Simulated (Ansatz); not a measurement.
Input:

Relaxed ZrO$_{2}$ (fluorite):

```xyz
6
Lattice="0.0000 5.0641 5.0641 2.5320 0.0000 2.5320 2.5320 2.5320 0.0000" Properties=species:S:1:pos:R:3 pbc="T T T"
Zr     0.0000     0.0000     0.0000
Zr     0.0000     2.5320     2.5320
O      1.2660     1.2660     1.2660
O      1.2660     3.7981     3.7981
O      3.7981     3.7981     3.7981
O      3.7981     6.3301     6.3301
```

In each cell atom 2 (Zr, nearest neighbour O at 2.193 Å; its periodic images, 3.6 Å or more away, move with it) moves by s·(0.000, 0.000, 1.000) (along Cartesian z), the rest being held.

Calculation: PBEsol (plane waves to 420 eV, PAW, scalar-relativistic; Ansatz, a quantum-chemistry and plane-wave program). k mesh 9×9×9 (Γ-centred), Fermi-Dirac smearing 0.05 eV. Energies are smeared free energies. This is a high-temperature form of ZrO2. ZrO2 is run without spin polarisation. ZrO2 was relaxed with its symmetry unable to fall. The zero of ΔE is the undisplaced structure.

The scan covers s from -0.220 to 0.220 Å in 11 points.

Q: Is the energy the same for equal positive and negative displacements?

A: Even: the same for both signs. With its periodic images moving along, the atom's site symmetry in this cell is -3m.

Q: What force acts on the atom along the line at s = -0.220 Å?

A: 2.41 eV/Å.

Q: What is the force constant k = d²E/ds² of this move at s = 0?

A: 9.51 eV/Å².

(For displaced atoms, the force is minus the slope of the energy, and its curvature is a force constant, which sets phonon frequencies.)
